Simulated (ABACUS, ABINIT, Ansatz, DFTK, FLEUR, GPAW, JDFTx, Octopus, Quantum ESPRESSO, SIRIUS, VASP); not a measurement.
MnO: programs and potentials compared

```
Mn O
1.0
     0.00000    2.22391    2.22391
     2.22391    0.00000    2.22391
     2.22391    2.22391    0.00000
Mn O
1 1
Cartesian
  0.0000 0.0000 0.0000
  2.2239 2.2239 2.2239
```

The cell is a database's computed one, not the measured one.

Alike in all runs: task single point; functional PBEsol; k mesh 10 × 10 × 10; occupations fermi-dirac, width 0.05 eV; collinear spin, ferromagnetic start; no spin-orbit coupling. The measured crystal is an antiferromagnetic insulator; the state found here is the runs' own. Pressure is positive in compression and, in plane waves, holds the error of the finite cutoff.

| program and potentials | plane-wave cutoff (eV) | notes | band gap (eV) | pressure (GPa) | net moment per atom (μB) |
| --- | --- | --- | --- | --- | --- |
| ABACUS, PseudoDojo NC SR 0.4.1 PBEsol standard, plane waves | 1320 | 10.5 valence electrons an atom on average | no gap | -6.84 | 2.40 |
| DFTK, PseudoDojo SR PBEsol 0.4.1 standard (PBEsol) | 1306 | 10.5 valence electrons an atom on average | no gap | -6.81 | 2.40 |
| SIRIUS, all-electron FP-LAPW, apw+lo standard | - | - | no gap | - | 2.38 |
| Octopus, pseudodojo_pbesol (PseudoDojo 0.4, PBEsol) | - | 10.5 valence electrons an atom on average | no gap | - | 2.40 |
| FLEUR, all-electron, FLAPW | - | - | no gap | - | 2.38 |
| Quantum ESPRESSO, GBRV 1.5 PBEsol | 612 | 10.5 valence electrons an atom on average | no gap | -6.88 | 2.39 |
| GPAW, PAW data sets generated for this functional | 800 | 10.5 valence electrons an atom on average | no gap | -5.92 | 2.36 |
| VASP, PBE PAW files Mn_pv, O, 520 eV | 520 | potentials made for PBE; 9.5 valence electrons an atom on average | ? | ? | ? |
| JDFTx, PseudoDojo-SR-PBEsol-0.4.1-standard with smoothed tails | 1306 | 10.5 valence electrons an atom on average | no gap | -6.81 | 2.40 |
| SIRIUS, PseudoDojo 0.4.1 PBEsol standard (scalar relativistic) | 1307 | 10.5 valence electrons an atom on average | no gap | -6.82 | 2.40 |
| ABINIT, PseudoDojo NC SR PBEsol v0.4.1 standard | 1306 | 10.5 valence electrons an atom on average | no gap | -6.81 | 2.40 |
| Ansatz, all-electron LAPW, scalar-relativistic | - | - | no gap | -7.14 | 2.38 |

Task: Estimate from the other rows what the run with VASP, PBE PAW files Mn_pv, O, 520 eV gave.

Result: No band gap; pressure -6.90 GPa; net moment per atom 2.38 μB. The other rows, which needn't bracket it: pressure -7.14 to -5.92; net moment per atom 2.36 to 2.40.
